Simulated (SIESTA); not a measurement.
The system is CdSe.

```xyz
2
Lattice="0.0000 3.0703 3.0703 3.0703 0.0000 3.0703 3.0703 3.0703 0.0000" Properties=species:S:1:pos:R:3 pbc="T T T"
Cd    0.0000    0.0000    0.0000
Se    1.5351    1.5351    1.5351
```

Measurements of this composition are mostly on another form, of space group No. 186.

Base run:

| Quantity | Value |
| --- | --- |
| Program | SIESTA 5.4.2 |
| Functional | AM05 |
| Potentials or basis | PseudoDojo 0.4 standard (PBEsol files) |
| Basis | DZP (energy shift 0.003 Ry; two zetas on semicore shells) |
| Grid cutoff | 800 Ry |
| Energy shift | 0.003 Ry |
| k mesh | 8 × 8 × 8 |
| Occupations | fermi-dirac, width 0.05 eV |
| Spin | no spin polarisation |

Its results: band gap on the k mesh 0.76 eV, direct; pressure -0.7 GPa.

Problem. The run is repeated on the same cell with these changes: functional from AM05 to PBEsol. What comes out?

Solution. Band gap on the k mesh 0.67 eV, direct; pressure -1.2 GPa.

Caveats: the basis of atomic orbitals isn't converged, which shifts pressures, moduli and gaps; the potentials were made for another functional, which shifts forces and pressure (some runs).
